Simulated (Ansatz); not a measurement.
Wanted: the native input for an Ansatz 0.2.0 run.

```
Task                : single point
Functional          : RPBE
Potentials or basis : all-electron LAPW, scalar-relativistic
Cutoff              : 74 eV (chosen from the basis error)
Basis error allowed : 0.001 eV/atom
k mesh              : 9 × 9 × 9
Occupations         : gaussian, width 0.02 eV
Spin                : no spin polarisation
```

Na:

```
Na
1.0
    -2.14100    2.14100    2.14100
     2.14100   -2.14100    2.14100
     2.14100    2.14100   -2.14100
Na
1
Direct
  0.00000 0.00000 0.00000
```

These files were run (other wordings do the same):

input.yaml

```yaml
crystal:
  lattice:
    - [-2.141, 2.141, 2.141]
    - [2.141, -2.141, 2.141]
    - [2.141, 2.141, -2.141]
  atoms:
    - { symbol: Na, position: [0.0, 0.0, 0.0] }
kpoints:
  mp_grid: { grid: [9, 9, 9] }
scf:
  occupations: { method: gaussian, width: 0.02 }
hamiltonian:
  xc: rpbe
  pseudopotentials: { kind: all_electron, lapw: { basis_error: 0.001 } }
output:
  forces: true
  stress: true
  eigenvalues: true
```

Potentials or basis: all-electron LAPW, scalar-relativistic.

Command:

```bash
$ ansatz run input.yaml --threads 1 --pin off --max-ram 3072MiB --backend cpu --events-out ev --progress --plain --runs-dir out
```

It gave:

```yaml
Pressure: 0.0 GPa
Band_gap_on_the_k_mesh: none (metal or under the smearing width)
```

Run time: 1.2 s on 1 thread of Arm Neoverse V2, with other jobs on the host, peak memory 0.18 GiB.
